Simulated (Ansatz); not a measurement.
# MgTe: pressure against volume

MgTe, P6_3mc, a = 4.577 Å, c = 7.452 Å. Ansatz: r2SCAN, PAW, 500 eV, Γ-centred 6×6×4 mesh on 4 atoms, Gaussian smearing 0.02 eV; no spin polarisation. Shape and atoms are relaxed at each volume; pressure is positive in compression.

```
V (Å³/atom) P (GPa)
     31.779        ?
     32.793     1.22
     33.807     0.01
     34.822    -1.03
     35.836    -1.93
```

Task: Take V0 = 33.807 Å³/atom, count pressures from its P0 = 0.01 GPa, fit the third-order Birch–Murnaghan form to the other rows, and predict the missing pressure.

Result: With the Eulerian strain f = ½[(V0/V)^(2/3) − 1] and y = (P − P0)/[3f(1 + 2f)^(5/2)], the form is the line y = B0 + 1.5 B0 (B0′ − 4) f. Rows (f, y): 0.01025, 37.4; -0.00976, 37.3; -0.01906, 37.4. Means f = -0.006190, y = 37.367; Σ(Δf)² = 0.0004487, ΣΔfΔy = 0.0003570; the slope is their ratio. y = 37.37 + 0.7957 f GPa, so B0 = 37.4 GPa and B0′ = 4 + 2 × (0.7957)/(3 × 37.37) = 4.01. At V = 31.779, f = 0.02105, y = 37.39 and P = 2.63 GPa. The run gave 2.63 GPa, the same to the digits shown. The form still works here, 33 % of the fitted range beyond its end.

Cost: 5 runs of about 4.2 core-minutes in all, on Arm Neoverse V1 (shared hosts).